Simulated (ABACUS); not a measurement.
# Ag (Fm-3m) in ABACUS: a series of runs

The runs below take Ag through equation of state, with LDA-PW92.

All numbers are computed with ABACUS 3.10.1; they aren't measurements. Logs are shortened: lines on timing, memory, paths and dates and some standing lists are left out, and cuts for length are marked.

**1. The crystal as given**

The structure is cubic, space group Fm-3m (No. 225). Conventional cell: a = 4.085 Å, b = 4.085 Å, c = 4.085 Å, α = 90.00°, β = 90.00°, γ = 90.00°. Around Ag (site symmetry m-3m) lie 12 Ag at 2.89 Å.

**2. Equation of state, LDA-PW92, 16.03 Å³/atom (volume scaled by 0.94)**

Contents of INPUT:

```
INPUT_PARAMETERS
suffix              Ag
calculation         scf
basis_type          pw
pseudo_dir          ./
symmetry            1
dft_functional      LDA_X+LDA_C_PW
ecutwfc             87
pseudo_rcut         10
nspin               1
nbands              14
ks_solver           dav
smearing_method     fd
smearing_sigma      0.00367493
scf_thr             1e-08
scf_nmax            100
mixing_type         broyden
mixing_beta         0.7
cal_force           1
cal_stress          1
kpar                4
```

Contents of STRU:

```
ATOMIC_SPECIES
Ag 107.8682 Ag.upf

LATTICE_CONSTANT
5.3477574562

LATTICE_VECTORS
0.0000000000 0.7071067812 0.7071067812
0.7071067812 0.0000000000 0.7071067812
0.7071067812 0.7071067812 0.0000000000

ATOMIC_POSITIONS
Cartesian

Ag
0.0
1
0.0000000000 0.0000000000 0.0000000000 1 1 1
```

Contents of KPT:

```
K_POINTS
0
Gamma
9 9 9 0 0 0
```

Potentials or basis: PseudoDojo NC SR 0.4.1 LDA stringent, plane waves.

Command:

```
$ OMP_NUM_THREADS=1 mpirun -np 4 abacus > log
```

running log:

```text
ABACUS v3.10.1

               Atomic-orbital Based Ab-initio Computation at UStc

 ------------------------------------------------------------------------------------

 READING GENERAL INFORMATION
                           global_out_dir = OUT.Ag/
                           global_in_card = INPUT
                               pseudo_dir = ./
                              orbital_dir =
                                    DSIZE = 4
                                    GSIZE = 1

 READING UNITCELL INFORMATION
                                    ntype = 1
                  lattice constant (Bohr) = 5.34776
              lattice constant (Angstrom) = 2.82991

 READING ATOM TYPE 1
                               atom label = Ag
                      L=0, number of zeta = 1
                      L=1, number of zeta = 1
                      L=2, number of zeta = 1
             number of atom for this type = 1

                        TOTAL ATOM NUMBER = 1
CARTESIAN COORDINATES ( UNIT =       5.347757456200 Bohr ).
    atom                   x                   y                   z     mag                  vx                  vy                  vz
tauc_Ag1            0.0000000000        0.0000000000        0.0000000000  0.0000        0.0000000000        0.0000000000        0.0000000000

                          Volume (Bohr^3) = 108.143
                             Volume (A^3) = 16.0252

 Lattice vectors: (Cartesian coordinate: in unit of a_0)
                   +0           +0.707107           +0.707107
            +0.707107                  +0           +0.707107
            +0.707107           +0.707107                  +0
 Reciprocal vectors: (Cartesian coordinate: in unit of 2 pi/a_0)
            -0.707107           +0.707107           +0.707107
            +0.707107           -0.707107           +0.707107
            +0.707107           +0.707107           -0.707107
 The esolver type has been set to : ksdft_pw

                PAO radial cut off (Bohr) = 10

 Read in pseudopotential file is Ag.upf
                     pseudopotential type = NC
          exchange-correlation functional = SLAPWNOGXNOGC
                 nonlocal core correction = 1
                        valence electrons = 19
                                     lmax = 2
                           number of zeta = 4
                     number of projectors = 6
                           L of projector = 0
                           L of projector = 0
                           L of projector = 1
                           L of projector = 1
                           L of projector = 2
                           L of projector = 2
 XC functional updated to : LDA_X+LDA_C_PW
          exchange-correlation functional = LDA_X+LDA_C_PW
     initial pseudo atomic orbital number = 10

 SETUP THE ELECTRONS NUMBER
            electron number of element Ag = 19
      total electron number of element Ag = 19
            AUTOSET number of electrons:  = 19
                           occupied bands = 10
                                   NBANDS = 14
                                   NLOCAL = 9

%%%%%%%%%%%%%%%%%%%%%%%%%%%%%%%%%%%%%%%%%%%%%%%%%%%%%%%%%%%%%%%%%%%%%%%%%%%%%%%%%%%%%%%%%%%%%%%%%%%%%%%%%%
 Warning: the number of valence electrons in pseudopotential > 11 for Ag: [Kr] 4d10 5s1
 Pseudopotentials with additional electrons can yield (more) accurate outcomes, but may be less efficient.
 If you're confident that your chosen pseudopotential is appropriate, you can safely ignore this warning.
%%%%%%%%%%%%%%%%%%%%%%%%%%%%%%%%%%%%%%%%%%%%%%%%%%%%%%%%%%%%%%%%%%%%%%%%%%%%%%%%%%%%%%%%%%%%%%%%%%%%%%%%%%

 SETUP THE PLANE WAVE BASIS
 energy cutoff for charge/potential (unit:Ry) = 348
            fft grid for charge/potential = [ 32, 32, 32 ]
                        fft grid division = [ 1, 1, 1 ]
        big fft grid for charge/potential = [ 32, 32, 32 ]
                                     nbxx = 32768
                                     nrxx = 32768

 SETUP PLANE WAVES FOR CHARGE/POTENTIAL
                    number of plane waves = 11935
                         number of sticks = 685

 PARALLEL PW FOR CHARGE/POTENTIAL
     PROC   COLUMNS(POT)             PW
        1            685          11935
 --------------- sum -------------------
        1            685          11935
                            number of |g| = 170
                                  max |g| = 252
                                  min |g| = 0

----------- Double Check Mixing Parameters Begin ------------
mixing_type: broyden
mixing_beta: 0.7
mixing_gg0: 1
mixing_gg0_min: 0.1
mixing_ndim: 8
----------- Double Check Mixing Parameters End ------------

 LATTICE VECTORS: (CARTESIAN COORDINATE: IN UNIT OF A0)
                   +0           +0.707107           +0.707107
            +0.707107                  +0           +0.707107
            +0.707107           +0.707107                  +0
                       right hand lattice = 1
                                   NORM_A = 1
                                   NORM_B = 1
                                   NORM_C = 1
                           ALPHA (DEGREE) = 60
                           BETA  (DEGREE) = 60
                           GAMMA (DEGREE) = 60

 The lattice vectors have been changed (STRU_SIMPLE.cif)

(for optimal symmetric configuration:)
                             BRAVAIS TYPE = 3
                     BRAVAIS LATTICE NAME = 03. Cubic F (face-centered)
                                    ibrav = 3
                                    IBRAV = 3
                                  BRAVAIS = FACE CENTERED CUBIC
                       LATTICE CONSTANT A = 1.41421
Original cell was already a primitive cell.
                        ROTATION MATRICES = 48
              PURE POINT GROUP OPERATIONS = 48
                   SPACE GROUP OPERATIONS = 48
                              POINT GROUP = O_h
               POINT GROUP IN SPACE GROUP = O_h

 SETUP K-POINTS
                                    nspin = 1
                   Input type of k points = Monkhorst-Pack(Gamma)
                                   nkstot = 729
                       right hand lattice = 1
(for reciprocal lattice: )
                             BRAVAIS TYPE = 2
                     BRAVAIS LATTICE NAME = 02. Cubic I (body-centered)
                                    ibrav = 2
                       right hand lattice = 1
(for k-lattice: )
                             BRAVAIS TYPE = 2
                     BRAVAIS LATTICE NAME = 02. Cubic I (body-centered)
                                    ibrav = 2
                       right hand lattice = 1
                        ROTATION MATRICES = 48
                               nkstot_ibz = 35
K-POINTS REDUCTION ACCORDING TO SYMMETRY
     IBZ    DIRECT_X    DIRECT_Y    DIRECT_Z  WEIGHT  ibz2bz
       1  0.00000000  0.00000000  0.00000000  0.0014       0
       2  0.11111111  0.11111111  0.11111111  0.0110       1
       3  0.22222222  0.22222222  0.22222222  0.0110       2
       4  0.33333333  0.33333333  0.33333333  0.0110       3
       5  0.44444444  0.44444444  0.44444444  0.0110       4
       6  0.11111111  0.11111111  0.00000000  0.0082      10
[... 22 lines left out ...]
      29  0.44444444  0.33333333  0.11111111  0.0329     112
      30 -0.44444444  0.44444444  0.22222222  0.0658     113
[... 5 further k points ...]

                               nkstot now = 35
[... K-POINTS DIRECT COORDINATES: 35 rows ...]

           k-point number in this process = 9
       minimum distributed K point number = 8
[... stars of the k points ...]

[... K-POINTS CARTESIAN COORDINATES: 9 rows ...]

[... K-POINTS DIRECT COORDINATES: 9 rows ...]

 SETUP PLANE WAVES FOR WAVE FUNCTIONS
     energy cutoff for wavefunc (unit:Ry) = 87
              fft grid for wave functions = [ 32, 32, 32 ]
                    number of plane waves = 1807
                         number of sticks = 199

 PARALLEL PW FOR WAVE FUNCTIONS
     PROC   COLUMNS(POT)             PW
        1            199           1807
 --------------- sum -------------------
        1            199           1807

 SETUP NONLOCAL PSEUDOPOTENTIALS IN PLANE WAVE BASIS
 Ag non-local projectors:
 projector 1 L=0
 projector 2 L=0
 projector 3 L=1
 projector 4 L=1
 projector 5 L=2
 projector 6 L=2
      TOTAL NUMBER OF NONLOCAL PROJECTORS = 18

 Init Non-Local PseudoPotential table :
 Init Non-Local-Pseudopotential done.

                                     npwx = 1486

 Make real space PAO into reciprocal space.
       max mesh points in Pseudopotential = 1001
     dq(describe PAO in reciprocal space) = 0.01
                                    max q = 1124

 number of pseudo atomic orbitals for Ag is 4
WARNING: norm of atomic wavefunction # 4 of atomic type Ag is 0.999846, renormalized

 -------------------------------------------
 SELF-CONSISTENT
 -------------------------------------------
                                 init_chg = atomic

 PW ALGORITHM --------------- ION=   1  ELEC=   1--------------------------------
 Notice: Threshold on eigenvalues was too large.
 hsover_error=0.19 > DRHO=0.0735741
 Origin diag ethr = 0.01
 New diag ethr = 0.000387232

 Density error is 0.0741216687266
                          Error Threshold = 0.000387232229697
----------------------------------------------------------
     Energy           Rydberg                 eV
----------------------------------------------------------
 E_KohnSham     -309.9457541158      -4217.0283268817
 E_Harris       -313.7713497164      -4269.0782252944
 E_Fermi        1.4007684131         19.0584319959
----------------------------------------------------------
[... 63 lines left out ...]
 Density error is 6.0155050755e-11
                          Error Threshold = 6.06802429597e-11
----------------------------------------------------------
     Energy           Rydberg                 eV
----------------------------------------------------------
 E_KohnSham     -309.9752771257      -4217.4300080385
 E_KS(sigma->0) -309.9752479495      -4217.4296110765
 E_Harris       -309.9752929464      -4217.4302232903
 E_band         -15.7740274501       -214.6166537304
 E_one_elec     -113.0700419636      -1538.3968438036
 E_Hartree      68.0265029631        925.5480553119
 E_xc           -46.0815655980       -626.9718648936
 E_Ewald        -218.8501141749      -2977.6085607293
 E_entropy(-TS) -0.0000583523        -0.0007939240
 E_descf        0.0000000000         0.0000000000
 E_exx          0.0000000000         0.0000000000
 E_Fermi        1.3765449443         18.7288547958
----------------------------------------------------------

 charge density convergence is achieved
 final etot is -4217.430008 eV
 EFERMI = 18.728854796 eV

 STATE ENERGY(eV) AND OCCUPATIONS    NSPIN == 1
 1/9 kpoint (Cartesian) = 0.0000 0.0000 0.0000 (1459 pws)
       1       -73.4291     0.00274348
       2       -36.8687     0.00274348
       3       -36.8687     0.00274348
       4       -36.8687     0.00274348
       5        10.1532     0.00274348
       6        13.5006     0.00274348
       7        13.5006     0.00274348
       8        13.5006     0.00274348
       9        14.6803     0.00274348
      10        14.6803     0.00274348
      11        34.8414        0.00000
      12        38.6585        0.00000
      13        38.6585        0.00000
      14        38.6585        0.00000
[... 65 lines left out ...]
 6/9 kpoint (Cartesian) = 0.0000 0.0000 0.15713 (1451 pws)
       1       -73.4253      0.0164609
       2       -36.8929      0.0164609
       3       -36.8782      0.0164609
       4       -36.8782      0.0164609
       5        10.6848      0.0164609
       6        13.2781      0.0164609
       7        13.7089      0.0164609
       8        13.7089      0.0164609
       9        14.4660      0.0164609
      10        14.7765      0.0164609
      11        35.0879        0.00000
      12        37.1343        0.00000
      13        37.4505        0.00000
      14        37.4505        0.00000

[... levels at 3 further k points ...]

------------------------------------------------------------------------------------------
 TOTAL-FORCE (eV/Angstrom)
------------------------------------------------------------------------------------------
                       Ag1         0.0000000000         0.0000000000         0.0000000000
------------------------------------------------------------------------------------------

----------------------------------------------------------------
 TOTAL-STRESS (KBAR)
----------------------------------------------------------------
        -1.8935111563         0.0000000000         0.0000000000
        -0.0000000000        -1.8935111563         0.0000000000
        -0.0000000000         0.0000000000        -1.8935111563
----------------------------------------------------------------
 TOTAL-PRESSURE: -1.893511 KBAR

 --------------------------------------------
 !FINAL_ETOT_IS -4217.4300080385264664 eV
 --------------------------------------------
```

It took 1.4 s on 4 MPI ranks of AMD EPYC 9R45 (Zen 5), shared host; peak memory 0.36 GiB.

What came out:

```
Free energy            : -4217.4300 eV
Pressure               : -0.2 GPa
Band gap on the k mesh : none (metal or under the smearing width)
```

**3. Equation of state, LDA-PW92, 16.71 Å³/atom (volume scaled by 0.98)**

INPUT is that of step 2.

STRU, as its differences from that of step 2:

```diff
@@ -4,3 +4,3 @@
 LATTICE_CONSTANT
-5.3477574562
+5.4225609550
```

KPT is that of step 2.

Potentials or basis: PseudoDojo NC SR 0.4.1 LDA stringent, plane waves.

Command:

```
$ OMP_NUM_THREADS=1 mpirun -np 4 abacus > log
```

Run time: 2 s. Hardware: 4 MPI ranks of AMD EPYC 9R45 (Zen 5), shared host; peak memory 0.36 GiB.

It converged, with:

```
Free energy            : -4217.4177 eV
Pressure               : -5.4 GPa
Band gap on the k mesh : none (metal or under the smearing width)
```

**4. Equation of state, LDA-PW92, 17.39 Å³/atom (volume scaled by 1.02)**

INPUT is that of step 3.

STRU, as its differences from that of step 3:

```diff
@@ -4,3 +4,3 @@
 LATTICE_CONSTANT
-5.4225609550
+5.4953556944
```

KPT is that of step 3.

Command:

```
$ OMP_NUM_THREADS=1 mpirun -np 4 abacus > log
```

It took 2 s on 4 MPI ranks of AMD EPYC 9R45 (Zen 5), shared host; peak memory 0.36 GiB.

It converged, with:

* Free energy: -4217.3863 eV
* Pressure: -9.3 GPa
* Band gap on the k mesh: none (metal or under the smearing width)

**5. Equation of state, LDA-PW92, 18.07 Å³/atom (volume scaled by 1.06)**

INPUT is that of step 4.

STRU, as its differences from that of step 4:

```diff
@@ -4,3 +4,3 @@
 LATTICE_CONSTANT
-5.4953556944
+5.5662713313
```

KPT is that of step 4.

Command:

```
$ OMP_NUM_THREADS=1 mpirun -np 4 abacus > log
```

It took 2 s on 4 MPI ranks of AMD EPYC 9R45 (Zen 5), shared host; peak memory 0.36 GiB.

The run converged. Its results:

* Free energy: -4217.3405 eV
* Pressure: -12.2 GPa
* Band gap on the k mesh: none (metal or under the smearing width)

**6. Equation of state, LDA-PW92**

Potentials or basis: PseudoDojo NC SR 0.4.1 LDA stringent, plane waves.

No new run: the results of the series are fitted here.

Results:

| Quantity | Value |
| --- | --- |
| Equilibrium volume | 16.01 Å³/atom (rough: see the caveat) |
| Bulk modulus | 141 GPa (rough) |

Energy against volume, from the lowest point:
```csv
volume (Å³/atom),energy (meV/atom)
16.025,0.00
16.707,12.28
17.389,43.75
18.071,89.52
```

Caveat: the minimum lies outside the volumes run.
